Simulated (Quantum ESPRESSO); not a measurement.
The system is Ti.

```
CELL_PARAMETERS angstrom
2.95000 0.00000 0.00000
-1.47500 2.55477 0.00000
0.00000 0.00000 4.68000
ATOMIC_POSITIONS crystal
Ti 0.66667 0.33333 0.75000
Ti 0.33333 0.66667 0.25000
```

```yaml
Program: Quantum ESPRESSO 7.5
Task: phonons
Functional: LDA
Potentials_or_basis: GBRV 1.5 LDA
Cutoff: 612 eV
Density_cutoff: 4898 eV
k_mesh: 10 × 10 × 6
Occupations: cold, width 0.2 eV
Spin: no spin polarisation
Form_of_the_LDA_correlation: PZ81
Mixing_beta: 0.5
Most_SCF_iterations: 120
SCF_threshold: 4e-10 Ry
```

The cell and the atoms were relaxed first, to 16.10 Å³/atom (a = 2.866 Å, b = 2.866 Å, c = 4.528 Å, α = 90.00°, β = 90.00°, γ = 120.00°), and the response was taken there.

```yaml
crystal:
  lattice:
    - [2.86590, 0.00000, 0.00000]
    - [-1.43295, 2.48194, 0.00000]
    - [0.00000, 0.00000, 4.52813]
  atoms:
    - { symbol: Ti, position: [0.66667, 0.33333, 0.75000] }
    - { symbol: Ti, position: [0.33333, 0.66667, 0.25000] }
```

Problem. What is the highest optical frequency at the zone centre?

Solution. 212 cm⁻¹, a mode of symmetry B1g (silent).

Optical modes at Γ, degenerate ones joined:
| cm⁻¹ | components | symmetry | active in |
| --- | --- | --- | --- |
| 114 | 2 | E2g | Raman |
| 212 | 1 | B1g | silent |

Caveat: the mesh is thin for the phonons of a metal.
